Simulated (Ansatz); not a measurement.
A run of Ansatz 0.2.0:

input.yaml

```yaml
crystal:
  lattice:
    - [3.1795331, 0.0, 0.0]
    - [-1.58976655, 2.75355644, 0.0]
    - [0.0, 0.0, 4.43149073]
  atoms:
    - { symbol: Cu, position: [0.0, 0.0, 0.0] }
    - { symbol: Cu, position: [0.0, 0.0, 0.5] }
    - { symbol: O, position: [0.3333333333, 0.6666666667, 0.25] }
    - { symbol: O, position: [0.6666666667, 0.3333333333, 0.75] }
hamiltonian:
  xc: { exchange: pbe, correlation: pbe, exx: { coeff: 0.15 } }
  pseudopotentials: { kind: paw }
kpoints:
  mp_grid: { grid: [6, 6, 4] }
scf:
  occupations: { method: fermi_dirac, width: 0.05 }
output:
  forces: true
  stress: true
  eigenvalues: true
  write_density: true
  write_potential: true
  elf: true
  volumetric_format: npy
```

Potentials or basis: Ansatz PAW.

Run with:

```bash
$ ansatz run input.yaml --threads 2 --pin off --max-ram 5632MiB --backend cpu --events-out ev --progress --plain --runs-dir out
```

Hardware: 2 threads of Arm Neoverse V1, on a shared host.

**Question.** Estimate the wall time of this run.

**Answer.** It took 22 s on 2 threads of Arm Neoverse V1 (shared host), peak memory 1.1 GiB. Counts: scf iterations 26, plane waves 759, k points 21, bands 30.
